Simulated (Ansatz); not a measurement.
## AlSb with two functionals, biaxial strain −1.59 %, plane normal [110], relaxed out of plane

Consider AlSb in the zinc blende structure (space group F-43m, No. 216; a = 6.226 Å). Axes: x, y, z lie along the cube axes.

(Cell as relaxed with PBE.)

Levels (all Ansatz, a program for electronic structure, PAW): PBE (420 eV, no SOC); r2SCAN (500 eV, without spin-orbit coupling).

Each level relaxes its own structure.

```csv
base,PBE,r2SCAN
volume per atom,30.16 Å³,29.46 Å³
lattice parameter a,622.6 pm,617.7 pm
band gap,1.24 eV,1.51 eV
```

The change: biaxial strain −1.59 %, plane normal [110], relaxed out of plane (Cartesian); in-plane vectors clamped, the third vector and the atoms free.

```csv
quantity,PBE,r2SCAN
"pressure (mean of the normal stresses, compression positive)",1.12 GPa,?
energy relative to the base (free energy F),+5.0 meV/atom,?
ratio −ε⊥/ε∥,0.64,?
```

Q: Predict the r2SCAN column.

A: 
- pressure (mean of the normal stresses, compression positive), r2SCAN: 1.27 GPa
- energy relative to the base (free energy F), r2SCAN: +5.5 meV/atom
- ratio −ε⊥/ε∥, r2SCAN: 0.65

PBE's pressure lies 0.15 GPa below r2SCAN's; PBE's energy relative to the base lies 0.6 meV/atom below r2SCAN's. Neither level is exact; r2SCAN is the comparison here, not a measurement.

Spin-orbit coupling, missing from the scalar runs, can matter with Sb. Whether these cells are dynamically stable was not tested.
